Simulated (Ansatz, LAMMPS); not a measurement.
# Site preference of N in place of O in amorphous TiO2 at 3.05 g/cm^3 (84 atoms), part 4 of 5

Aim: make N in place of O at several sites of amorphous TiO2 at 3.05 g/cm^3 (84 atoms), relax each, and compare their energies.

Ansatz 0.2.0; Kohn-Sham DFT, PBE, PAW (set soft_2), plane waves.

The cell: 28 Ti and 56 O. The quench rate of 50 K/ps is orders of magnitude faster than experiment. The network of bonds at the start is that of the classical potential that made the cell. The Brillouin zone is sampled at Γ only, in a cell whose shortest periodic width is 11 Å.

So far. Step 8 (N on a site of O, site O42): The relaxation converged after 9 steps, 0.216 eV below its start, with a largest force component of 0.039 eV/Å.

## (9) N on a site of O, site O39

The site has 3 bonded neighbours (Ti3) at 1.96 Å on average. 

File input.yaml:

```yaml
crystal:
  lattice:
    - [10.6745, 0.0, 0.0]
    - [0.0, 10.6745, 0.0]
    - [0.0, 0.0, 10.6745]
  atoms:
    [... atom lines 1 to 35 left out ...]
    - { symbol: O, position: [0.74718, 0.8272, 0.30506] }
    - { symbol: O, position: [0.94581, 0.68897, 0.37821] }
    - { symbol: O, position: [0.55587, 0.8925, 0.61646] }
    - { symbol: "N", position: [0.4156, 0.90409, 0.42329], spin: 0.6 }
    - { symbol: O, position: [0.4681, 0.42164, 0.54714] }
    - { symbol: O, position: [0.77601, 0.52961, 0.53008] }
    - { symbol: O, position: [0.04454, 0.91361, 0.31483] }
    [... atom lines 43 to 84 left out ...]
magnetization:
  spin_polarized: true
kpoints:
  mp_grid: { grid: [1, 1, 1] }
hamiltonian:
  xc: pbe
scf:
  occupations: { method: fermi_dirac, width: 0.025 }
  lower_state_search: "off"
output:
  forces: true
  eigenvalues: true
relax:
  f_tol: 0.05
  max_steps: 90
```

Run with:

```sh
$ ansatz run input.yaml --threads 4 --pin off --max-ram 8192MiB --backend cpu --events-out ev --progress --plain --runs-dir out
```

Numbers of over 12 decimals in the logs are rounded to 6 here.

What it wrote:

```text
[...]
Crystal: 84 atoms, lattice volume = 1216.305 Å³
Basis set: ecut = 420 eV, 23847 PW (Γ), exchange–correlation on 144×144×144 points (8 copies of the dense FFT grid, shifted against one another)
Bands: 421, of which v1, the nominal top of the filled ones, is band 336 counted from 1 (335 counted from 0)
Symmetry: 1 space group operations
[...]
k-points: 1
[...]
Starting moments: Σ|m| = 2.4 μB on 4 of 84 sites
[...]
SCF iter   1: F=—  HF=-101707.364646 eV  |F-HF|=—  |Δ(HF+E_count)|=         —  Δρ=3.60e-2 (↑2.91e-2 ↓3.60e-2)  dr2=8.32e1  dr2_m=7.18e-1  M=0.013 μB ∫|m|=0.763 μB  β_m=0.30  ethr=3.10e-3  ⟨swp⟩=4.0  Hψ=3024  notcnv=0  defer=97
[...]
SCF iter   3: F=—  HF=-101690.458214 eV  |F-HF|=—  |Δ(HF+E_count)|=    5.47e0  Δρ=1.58e-2 (↑1.26e-2 ↓1.58e-2)  dr2=1.06e1  dr2_m=2.83e-1  M=0.984 μB ∫|m|=1.089 μB  β_m=0.30  ethr=3.10e-3  ⟨swp⟩=2.0  Hψ=1324  notcnv=0  defer=156
[...]
SCF iter   8: F=—  HF=-101689.411564 eV  |F-HF|=—  |Δ(HF+E_count)|=   8.19e-2  Δρ=1.91e-3 (↑1.91e-3 ↓1.78e-3)  dr2=3.13e-2  dr2_m=2.92e-2  M=1.000 μB ∫|m|=1.067 μB  β_m=0.30  ethr=1.22e-5  ⟨swp⟩=2.0  Hψ=1034  notcnv=0  defer=158
[...]
SCF iter  10: F=—  HF=-101689.479440 eV  |F-HF|=—  |Δ(HF+E_count)|=   4.49e-2  Δρ=3.90e-4 (↑3.57e-4 ↓3.90e-4)  dr2=7.06e-3  dr2_m=2.70e-4  M=1.000 μB ∫|m|=1.138 μB  β_m=0.64  ethr=3.15e-6  ⟨swp⟩=2.0  Hψ=1221  notcnv=0  defer=158
[...]
SCF iter  15: F=-101689.483207 eV  HF=-101689.483210 eV  |F-HF|=3.41e-6  |Δ(HF+E_count)|=   2.23e-6  Δρ=1.68e-5 (↑1.27e-5 ↓1.68e-5)  dr2=1.02e-5  dr2_m=1.10e-6  M=1.000 μB ∫|m|=1.154 μB  β_m=0.74  ethr=7.31e-9  ⟨swp⟩=2.0  Hψ=2424  notcnv=0
SCF iter  16: F=-101689.483209 eV  HF=-101689.483212 eV  |F-HF|=3.10e-6  |Δ(HF+E_count)|=   1.87e-6  Δρ=9.27e-6 (↑8.96e-6 ↓9.27e-6)  dr2=4.63e-6  dr2_m=8.37e-8  M=1.000 μB ∫|m|=1.153 μB  ethr=1.51e-9  ⟨swp⟩=2.0  Hψ=2424  notcnv=0
SCF 1 converged in 16 iterations: F = -101689.483209 eV  dr2 = 4.63e-6
[...]
relax step   1: F+E_penalty+E_count = -101689.48320879 eV  Δ(F+E_penalty+E_count) = +0.000e0 eV  max|allowed force component| = 1.420e0 eV/Å  Δτ_max = 0.0000 Å  (16 SCF iters, dr2 threshold 6.25e-5 eV, accepted)
[...]
relax step   2: F+E_penalty+E_count = -101689.59584166 eV  Δ(F+E_penalty+E_count) = -1.126e-1 eV  max|allowed force component| = 5.557e-1 eV/Å  Δτ_max = 0.0558 Å  (8 SCF iters, dr2 threshold 1.00e-4 eV, accepted)
[...]
relax step   3: F+E_penalty+E_count = -101689.62009461 eV  Δ(F+E_penalty+E_count) = -2.425e-2 eV  max|allowed force component| = 1.344e-1 eV/Å  Δτ_max = 0.0383 Å  (7 SCF iters, dr2 threshold 1.93e-5 eV, accepted)
[...]
relax step   4: F+E_penalty+E_count = -101689.63076679 eV  Δ(F+E_penalty+E_count) = -1.067e-2 eV  max|allowed force component| = 1.223e-1 eV/Å  Δτ_max = 0.0295 Å  (11 SCF iters, accepted)
[...]
relax step   5: F+E_penalty+E_count = -101689.63682832 eV  Δ(F+E_penalty+E_count) = -6.062e-3 eV  max|allowed force component| = 7.862e-2 eV/Å  Δτ_max = 0.0335 Å  (12 SCF iters, accepted)
[...]
relax step   6: F+E_penalty+E_count = -101689.60417119 eV  Δ(F+E_penalty+E_count) = +3.266e-2 eV  max|allowed force component| = 4.156e-1 eV/Å  Δτ_max = 0.1208 Å  (9 SCF iters, dr2 threshold 2.55e-6 eV, rejected (line search))
[...]
relax step   7: F+E_penalty+E_count = -101689.63984638 eV  Δ(F+E_penalty+E_count) = -3.018e-3 eV  max|allowed force component| = 3.979e-2 eV/Å  Δτ_max = 0.0367 Å  (12 SCF iters, accepted)
SCF converged after 12 iterations
Magnetization: 1.0000 μB (336.0000 up, 335.0000 down)
Absolute magnetization: 1.1543 μB (∫|ρ↑−ρ↓|, with the PAW one-centre terms)
[...]
Per-site moments (μB) at R_I (Å): [(-0.000132026, 0.740741), (-0.000197003, 0.748998), (-1.7376237274254855e-5, 0.744157), (1.9144375286363876e-5, 0.730425), (-4.6171018824040805e-5, [...]
Free energy (F): -101689.639846 eV
[...]
Internal energy: -101689.639846 eV  (E = F + TS)
E sigma→0 (E₀):  -101689.639846 eV
Entropy (-TS):   -0.000000 eV (-0.000 meV/atom)
Fermi energy:    4.808099 eV
[...]
Σ components = -101689.639846   (vs F -101689.639846, Δ=0.00e0)
--- Forces (eV/Å), atoms counted from 1 ---
  atom   1  Ti     0.01068463    -0.00125617     0.02096965
  atom   2  Ti    -0.00734819    -0.00131664    -0.00356383
  atom   3  Ti     0.00577457    -0.00220826     0.00173210
  atom   4  Ti     0.01183012    -0.01582570     0.00408078
[...]
atom  84  O      0.00478134     0.00581051     0.00107220
  max |Σ_I F_I| component: 5.83e-5 eV/Å
--- Band table (eV) ---
[...]
--- Relaxed structure (7 steps of the walk, 6 accepted, 0 SCFs on fresh bases) ---
  F+E_penalty+E_count = -101689.63984638 eV   max|allowed force component| = 3.979e-2 eV/Å
  atoms:
    - { symbol: Ti, position: [0.207515, 0.865747, 0.907500] }
    - { symbol: Ti, position: [0.151894, 0.670260, 0.672366] }
    - { symbol: Ti, position: [0.047508, 0.00851567, 0.175687] }
    - { symbol: Ti, position: [0.866389, 0.148885, 0.510288] }
[...]
- { symbol: O, position: [0.793224, 0.093667, 0.372030] }
```

Run time: 7.7 min. Hardware: 4 threads of Intel Xeon at 2.50GHz (Skylake/Cascade Lake), shared host; peak memory 2.9 GiB; 26 min of CPU time.

The relaxation converged after 7 steps, 0.157 eV below its start, with a largest force component of 0.040 eV/Å.

The surroundings of the N atom, after relaxation, nearest first, numbered as they follow in the input and with coordinates relative to it.

```
atom      x      y      z  distance (Å)  bonds  moment (μB)
 N39   0.00   0.00   0.00          0.00      3         0.44
Ti15   0.27  -1.70   0.78          1.89      5        -0.01
Ti27   0.32   0.75  -1.80          1.97      5        -0.01
Ti13   0.43   1.58   1.27          2.07      5        -0.01
 O38   1.40  -0.06   1.97          2.42      4         0.18
 O49   1.08   2.31  -0.33          2.57      3         0.03
 O45  -0.23  -0.89  -2.52          2.68      2         0.02
 O33  -1.36   1.86   1.54          2.77      2         0.01
 O61  -0.69  -2.95  -0.32          3.05      3         0.01
 O69  -0.51  -1.77   2.46          3.07      3         0.01
 O74   1.91  -2.38   0.50          3.09      2         0.01
```

The column of bonds counts only the pairs O-Ti within 2.73 Å, Ti-N within 2.70 Å; other neighbours, such as metal atoms beside each other in a compound, aren't counted, and periodic images can show an atom twice.

The largest move is 0.14 Å, by N39.

## (10) N on a site of O, site O43

The site has 2 bonded neighbours (Ti2) at 1.79 Å on average. 

input.yaml, the sections that differ from step 9:

```yaml
crystal:
  lattice:
    - [10.6745, 0.0, 0.0]
    - [0.0, 10.6745, 0.0]
    - [0.0, 0.0, 10.6745]
  atoms:
    [... atom lines 1 to 39 left out ...]
    - { symbol: O, position: [0.4681, 0.42164, 0.54714] }
    - { symbol: O, position: [0.77601, 0.52961, 0.53008] }
    - { symbol: O, position: [0.04454, 0.91361, 0.31483] }
    - { symbol: "N", position: [0.14825, 0.96092, 0.78281], spin: 0.6 }
    - { symbol: O, position: [0.23128, 0.36726, 0.38317] }
    - { symbol: O, position: [0.40923, 0.81543, 0.19201] }
    - { symbol: O, position: [0.86469, 0.84678, 0.82175] }
    [... atom lines 47 to 84 left out ...]
# magnetization, kpoints, hamiltonian, scf, output, relax: as in step 9
```

What it wrote:

```text
[...]
Crystal: 84 atoms, lattice volume = 1216.305 Å³
Basis set: ecut = 420 eV, 23847 PW (Γ), exchange–correlation on 144×144×144 points (8 copies of the dense FFT grid, shifted against one another)
Bands: 421, of which v1, the nominal top of the filled ones, is band 336 counted from 1 (335 counted from 0)
Symmetry: 1 space group operations
[...]
k-points: 1
[...]
Starting moments: Σ|m| = 1.8 μB on 3 of 84 sites
[...]
SCF iter   1: F=—  HF=-101706.039528 eV  |F-HF|=—  |Δ(HF+E_count)|=         —  Δρ=3.49e-2 (↑2.92e-2 ↓3.49e-2)  dr2=7.44e1  dr2_m=5.64e-1  M=0.014 μB ∫|m|=0.470 μB  β_m=0.30  ethr=3.10e-3  ⟨swp⟩=4.0  Hψ=3035  notcnv=0  defer=89
[...]
SCF iter   3: F=—  HF=-101690.026278 eV  |F-HF|=—  |Δ(HF+E_count)|=    5.40e0  Δρ=1.27e-2 (↑1.16e-2 ↓1.27e-2)  dr2=7.84e0  dr2_m=2.20e-1  M=1.000 μB ∫|m|=1.090 μB  β_m=0.30  ethr=3.10e-3  ⟨swp⟩=2.5  Hψ=1677  notcnv=0  defer=157
[...]
SCF iter   8: F=—  HF=-101689.434733 eV  |F-HF|=—  |Δ(HF+E_count)|=   5.26e-2  Δρ=1.37e-3 (↑1.37e-3 ↓1.35e-3)  dr2=7.61e-3  dr2_m=1.89e-2  M=1.000 μB ∫|m|=1.089 μB  β_m=0.30  ethr=5.33e-6  ⟨swp⟩=2.0  Hψ=1315  notcnv=0  defer=158
[...]
SCF iter  10: F=—  HF=-101689.463082 eV  |F-HF|=—  |Δ(HF+E_count)|=   1.85e-2  Δρ=1.94e-4 (↑1.94e-4 ↓1.78e-4)  dr2=1.81e-3  dr2_m=8.79e-5  M=1.000 μB ∫|m|=1.150 μB  β_m=0.63  ethr=7.81e-7  ⟨swp⟩=3.0  Hψ=1567  notcnv=0  defer=158
[...]
SCF iter  13: F=-101689.463698 eV  HF=-101689.463704 eV  |F-HF|=6.01e-6  |Δ(HF+E_count)|=   6.24e-5  Δρ=3.14e-5 (↑2.41e-5 ↓3.14e-5)  dr2=5.63e-5  dr2_m=1.40e-6  M=1.000 μB ∫|m|=1.157 μB  β_m=0.71  ethr=9.31e-9  ⟨swp⟩=11.0  Hψ=4080  notcnv=0
SCF iter  14: F=-101689.463714 eV  HF=-101689.463718 eV  |F-HF|=3.72e-6  |Δ(HF+E_count)|=   1.43e-5  Δρ=1.65e-5 (↑1.65e-5 ↓1.50e-5)  dr2=1.53e-5  dr2_m=5.48e-7  M=1.000 μB ∫|m|=1.157 μB  ethr=8.40e-9  ⟨swp⟩=2.0  Hψ=2315  notcnv=0
SCF 1 converged in 14 iterations: F = -101689.463714 eV  dr2 = 1.53e-5
[...]
relax step   1: F+E_penalty+E_count = -101689.46371432 eV  Δ(F+E_penalty+E_count) = +0.000e0 eV  max|allowed force component| = 1.744e0 eV/Å  Δτ_max = 0.0000 Å  (14 SCF iters, dr2 threshold 6.25e-5 eV, accepted)
[... from here on, the SCF cycles and remarks between the steps are left out ...]
relax step   2: F+E_penalty+E_count = -101689.62863510 eV  Δ(F+E_penalty+E_count) = -1.649e-1 eV  max|allowed force component| = 6.809e-1 eV/Å  Δτ_max = 0.0533 Å  (7 SCF iters, dr2 threshold 1.00e-4 eV, accepted)
relax step   3: F+E_penalty+E_count = -101689.68330836 eV  Δ(F+E_penalty+E_count) = -5.467e-2 eV  max|allowed force component| = 1.953e-1 eV/Å  Δτ_max = 0.0973 Å  (8 SCF iters, dr2 threshold 2.90e-5 eV, accepted)
relax step   4: F+E_penalty+E_count = -101689.69019374 eV  Δ(F+E_penalty+E_count) = -6.885e-3 eV  max|allowed force component| = 1.079e-1 eV/Å  Δτ_max = 0.0320 Å  (7 SCF iters, dr2 threshold 3.14e-6 eV, accepted)
relax step   5: F+E_penalty+E_count = -101689.69612925 eV  Δ(F+E_penalty+E_count) = -5.936e-3 eV  max|allowed force component| = 6.241e-2 eV/Å  Δτ_max = 0.0501 Å  (10 SCF iters, accepted)
relax step   6: F+E_penalty+E_count = -101689.69950653 eV  Δ(F+E_penalty+E_count) = -3.377e-3 eV  max|allowed force component| = 5.521e-2 eV/Å  Δτ_max = 0.0264 Å  (10 SCF iters, accepted)
relax step   7: F+E_penalty+E_count = -101689.70141134 eV  Δ(F+E_penalty+E_count) = -1.905e-3 eV  max|allowed force component| = 5.408e-2 eV/Å  Δτ_max = 0.0269 Å  (10 SCF iters, accepted)
relax step   8: F+E_penalty+E_count = -101689.70272625 eV  Δ(F+E_penalty+E_count) = -1.315e-3 eV  max|allowed force component| = 3.840e-2 eV/Å  Δτ_max = 0.0084 Å  (9 SCF iters, accepted)
SCF converged after 9 iterations
Magnetization: 1.0000 μB (336.0000 up, 335.0000 down)
Absolute magnetization: 1.1742 μB (∫|ρ↑−ρ↓|, with the PAW one-centre terms)
[...]
Per-site moments (μB) at R_I (Å): [(-0.015676, 0.759245), (-0.00139225, 0.749339), (1.777005002687195e-5, 0.742337), (-0.000143014, 0.730073), (-5.888139624745556e-5, 0.750320), [...]
Free energy (F): -101689.702726 eV
[...]
Internal energy: -101689.702726 eV  (E = F + TS)
E sigma→0 (E₀):  -101689.702726 eV
Entropy (-TS):   -0.000000 eV (-0.000 meV/atom)
Fermi energy:    5.179863 eV
[...]
Σ components = -101689.702726   (vs F -101689.702726, Δ=0.00e0)
--- Forces (eV/Å), atoms counted from 1 ---
  atom   1  Ti     0.00575928    -0.00605407     0.03840299
  atom   2  Ti    -0.01127332     0.00257877    -0.01384250
  atom   3  Ti    -0.00279200    -0.00077847    -0.00591754
  atom   4  Ti     0.00655196     0.00100525     0.00616293
[...]
atom  84  O      0.00273529    -0.01037932    -0.00567355
  max |Σ_I F_I| component: 3.87e-5 eV/Å
--- Band table (eV) ---
[...]
--- Relaxed structure (8 steps of the walk, 8 accepted, 0 SCFs on fresh bases) ---
  F+E_penalty+E_count = -101689.70272625 eV   max|allowed force component| = 3.840e-2 eV/Å
  atoms:
    - { symbol: Ti, position: [0.208972, 0.854146, 0.920275] }
    - { symbol: Ti, position: [0.150683, 0.674441, 0.670014] }
    - { symbol: Ti, position: [0.043951, 0.012478, 0.176695] }
    - { symbol: Ti, position: [0.865772, 0.151051, 0.509807] }
[...]
- { symbol: O, position: [0.792440, 0.096553, 0.371447] }
```

Wall time 7.3 min (4 threads); peak memory 2.8 GiB; 27 min of CPU time.

The relaxation converged after 8 steps, 0.239 eV below its start, with a largest force component of 0.038 eV/Å.

## (11) N on a site of O, site O63

The site has 3 bonded neighbours (Ti3) at 1.99 Å on average. 

input.yaml, the sections that differ from step 10:

```yaml
crystal:
  lattice:
    - [10.6745, 0.0, 0.0]
    - [0.0, 10.6745, 0.0]
    - [0.0, 0.0, 10.6745]
  atoms:
    [... atom lines 1 to 59 left out ...]
    - { symbol: O, position: [0.77167, 0.26768, 0.19367] }
    - { symbol: O, position: [0.36287, 0.62938, 0.40197] }
    - { symbol: O, position: [0.08219, 0.17293, 0.2223] }
    - { symbol: "N", position: [0.01135, 0.02604, 0.5402], spin: 0.6 }
    - { symbol: O, position: [0.12942, 0.79828, 0.55413] }
    - { symbol: O, position: [0.98606, 0.62505, 0.67196] }
    - { symbol: O, position: [0.56728, 0.67608, 0.83437] }
    [... atom lines 67 to 84 left out ...]
# magnetization, kpoints, hamiltonian, scf, output, relax: as in step 10
```

What it wrote:

```text
[...]
Crystal: 84 atoms, lattice volume = 1216.305 Å³
Basis set: ecut = 420 eV, 23847 PW (Γ), exchange–correlation on 144×144×144 points (8 copies of the dense FFT grid, shifted against one another)
Bands: 421, of which v1, the nominal top of the filled ones, is band 336 counted from 1 (335 counted from 0)
Symmetry: 1 space group operations
[...]
k-points: 1
[...]
Starting moments: Σ|m| = 2.4 μB on 4 of 84 sites
[...]
SCF iter   1: F=—  HF=-101706.361191 eV  |F-HF|=—  |Δ(HF+E_count)|=         —  Δρ=3.55e-2 (↑2.94e-2 ↓3.55e-2)  dr2=7.82e1  dr2_m=7.36e-1  M=0.019 μB ∫|m|=0.714 μB  β_m=0.30  ethr=3.10e-3  ⟨swp⟩=4.5  Hψ=3051  notcnv=0  defer=88
[...]
SCF iter   3: F=—  HF=-101690.771567 eV  |F-HF|=—  |Δ(HF+E_count)|=    5.07e0  Δρ=1.35e-2 (↑1.25e-2 ↓1.35e-2)  dr2=9.09e0  dr2_m=2.77e-1  M=0.999 μB ∫|m|=1.158 μB  β_m=0.30  ethr=3.10e-3  ⟨swp⟩=2.0  Hψ=1330  notcnv=0  defer=158
[...]
SCF iter   8: F=—  HF=-101689.848566 eV  |F-HF|=—  |Δ(HF+E_count)|=   6.17e-2  Δρ=1.45e-3 (↑1.45e-3 ↓1.45e-3)  dr2=6.58e-3  dr2_m=2.20e-2  M=1.000 μB ∫|m|=1.099 μB  β_m=0.30  ethr=5.94e-6  ⟨swp⟩=2.5  Hψ=1233  notcnv=0  defer=158
[...]
SCF iter  10: F=—  HF=-101689.877110 eV  |F-HF|=—  |Δ(HF+E_count)|=   1.84e-2  Δρ=2.32e-4 (↑2.32e-4 ↓1.96e-4)  dr2=2.17e-3  dr2_m=1.19e-4  M=1.000 μB ∫|m|=1.159 μB  β_m=0.61  ethr=6.64e-7  ⟨swp⟩=3.0  Hψ=1556  notcnv=0  defer=158
[...]
SCF iter  13: F=-101689.877634 eV  HF=-101689.877639 eV  |F-HF|=4.92e-6  |Δ(HF+E_count)|=   4.12e-5  Δρ=2.82e-5 (↑2.32e-5 ↓2.82e-5)  dr2=5.04e-5  dr2_m=9.70e-7  M=1.000 μB ∫|m|=1.170 μB  β_m=0.71  ethr=9.31e-9  ⟨swp⟩=10.5  Hψ=3897  notcnv=0
SCF iter  14: F=-101689.877647 eV  HF=-101689.877652 eV  |F-HF|=4.09e-6  |Δ(HF+E_count)|=   1.26e-5  Δρ=1.61e-5 (↑1.61e-5 ↓1.53e-5)  dr2=1.56e-5  dr2_m=5.33e-7  M=1.000 μB ∫|m|=1.170 μB  ethr=7.52e-9  ⟨swp⟩=3.0  Hψ=2573  notcnv=0
SCF 1 converged in 14 iterations: F = -101689.877647 eV  dr2 = 1.56e-5
[...]
relax step   1: F+E_penalty+E_count = -101689.87764748 eV  Δ(F+E_penalty+E_count) = +0.000e0 eV  max|allowed force component| = 1.145e0 eV/Å  Δτ_max = 0.0000 Å  (14 SCF iters, dr2 threshold 6.25e-5 eV, accepted)
[...]
relax step   2: F+E_penalty+E_count = -101690.00112252 eV  Δ(F+E_penalty+E_count) = -1.235e-1 eV  max|allowed force component| = 5.194e-1 eV/Å  Δτ_max = 0.0594 Å  (7 SCF iters, dr2 threshold 8.19e-5 eV, accepted)
[...]
relax step   3: F+E_penalty+E_count = -101690.03668359 eV  Δ(F+E_penalty+E_count) = -3.556e-2 eV  max|allowed force component| = 1.168e-1 eV/Å  Δτ_max = 0.0487 Å  (7 SCF iters, dr2 threshold 1.69e-5 eV, accepted)
[...]
relax step   4: F+E_penalty+E_count = -101690.04323598 eV  Δ(F+E_penalty+E_count) = -6.552e-3 eV  max|allowed force component| = 7.364e-2 eV/Å  Δτ_max = 0.0188 Å  (9 SCF iters, accepted)
[...]
relax step   5: F+E_penalty+E_count = -101690.03763781 eV  Δ(F+E_penalty+E_count) = +5.598e-3 eV  max|allowed force component| = 2.113e-1 eV/Å  Δτ_max = 0.0544 Å  (11 SCF iters, rejected (line search))
[...]
relax step   6: F+E_penalty+E_count = -101690.04952756 eV  Δ(F+E_penalty+E_count) = -6.292e-3 eV  max|allowed force component| = 3.729e-2 eV/Å  Δτ_max = 0.0262 Å  (10 SCF iters, accepted)
SCF converged after 10 iterations
Magnetization: 1.0000 μB (336.0000 up, 335.0000 down)
Absolute magnetization: 1.1695 μB (∫|ρ↑−ρ↓|, with the PAW one-centre terms)
[...]
Per-site moments (μB) at R_I (Å): [(0.000730496, 0.743169), (4.0476162539810736e-5, 0.749587), (0.00224322, 0.750504), (-0.011996, 0.736453), (2.1820211979489556e-5, 0.749064), [...]
Free energy (F): -101690.049528 eV
[...]
Internal energy: -101690.049528 eV  (E = F + TS)
E sigma→0 (E₀):  -101690.049528 eV
Fermi energy:    5.081963 eV
[...]
Σ components = -101690.049528   (vs F -101690.049528, Δ=0.00e0)
--- Forces (eV/Å), atoms counted from 1 ---
  atom   1  Ti    -0.00507514     0.00695015    -0.00907610
  atom   2  Ti     0.00683339    -0.02301148     0.02951415
  atom   3  Ti    -0.00772211     0.01312525    -0.00228407
  atom   4  Ti     0.03144870    -0.02021611    -0.03728609
[...]
atom  84  O      0.01623147     0.01139019     0.01817452
  max |Σ_I F_I| component: 6.51e-5 eV/Å
--- Band table (eV) ---
[...]
--- Relaxed structure (6 steps of the walk, 5 accepted, 0 SCFs on fresh bases) ---
  F+E_penalty+E_count = -101690.04952756 eV   max|allowed force component| = 3.729e-2 eV/Å
  atoms:
    - { symbol: Ti, position: [0.208358, 0.863651, 0.911190] }
    - { symbol: Ti, position: [0.151469, 0.666390, 0.673739] }
    - { symbol: Ti, position: [0.050155, 0.00797381, 0.178942] }
    - { symbol: Ti, position: [0.866922, 0.152258, 0.506604] }
[...]
- { symbol: O, position: [0.791394, 0.096576, 0.368153] }
```

The job ended after 5.7 min (4 threads; peak memory 2.8 GiB; 21 min of CPU time).

The relaxation converged after 6 steps, 0.172 eV below its start, with a largest force component of 0.037 eV/Å.

[end of part 4 of 5]

[Logs are printed without paths, hosts, clocks, repeated set-up lines and the standing remarks that a program may print on its own settings, such as how far it seeks lower states.]

[Hosts, paths, dates, database ids (printed as entryN), source tags and the programs' standing remarks are cut or masked in the printed files.]
